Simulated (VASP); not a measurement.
Set up this calculation in VASP 6.6.1, as the native input.

| Property | Result |
| --- | --- |
| Task | single point |
| Functional | PBEsol |
| Potentials or basis | VASP PAW PBE potentials, release 64 (Mo_sv, S) |
| Cutoff | 750 eV |
| k mesh | 8 × 8 × 8 |
| Occupations | gaussian, width 0.02 eV |
| Spin | spin-orbit coupling, no magnetisation |
| Further INCAR settings | ALGO = Normal; EDIFF = 1e-08; NBANDS = 42 |

The structure of MoS2 lies in POSCAR:

```
MoS2
1.0
    1.5855000000      0.9153888518      6.1149966667
   -1.5855000000      0.9153888518      6.1149966667
    0.0000000000     -1.8307777036      6.1149966667
Mo S
1 2
Direct
    0.0000000000      0.0000000000      0.0000000000
    0.2500000000      0.2500000000      0.2500000000
    0.7500000000      0.7500000000      0.7500000000
```

Measurements of this composition are mostly on another form, of space group No. 194.

The input as run:

INCAR

```
PREC = Accurate
ENCUT = 750
EDIFF = 1E-8
ISMEAR = 0
SIGMA = 0.02
LREAL = False
LASPH = True
NELM = 100
ALGO = Normal
ISIF = 2
LWAVE = False
LCHARG = False
MAGMOM = 0 0 0 0 0 0 0 0 0
LORBIT = 11
LSORBIT = True
GGA_COMPAT = False
LMAXMIX = 4
GGA = PS
NBANDS = 42
```

KPOINTS

```
regular mesh
0
Gamma
  8 8 8
```

Potentials or basis: VASP PAW PBE potentials, release 64 (Mo_sv, S).

Launch:

```console
$ cat potpaw_PBE.64/Mo_sv/POTCAR potpaw_PBE.64/S/POTCAR > POTCAR
$ mpirun -np 1 vasp_ncl > vasp.out
```

It gave:

- Pressure: 3.0 GPa
- Largest force: 0.760 eV/Å
- Valence electrons inside the program's atomic spheres: Mo 12.52; S 3.68

Caveat: the PAW data sets were made with another functional, which shifts forces and pressure a little; the cell's inner coordinates are idealised or old, which leaves forces on the atoms.

Run time: 24 min on 1 thread of AMD EPYC 9R45 (Zen 5), with other jobs on the host, peak memory 1.4 GiB.
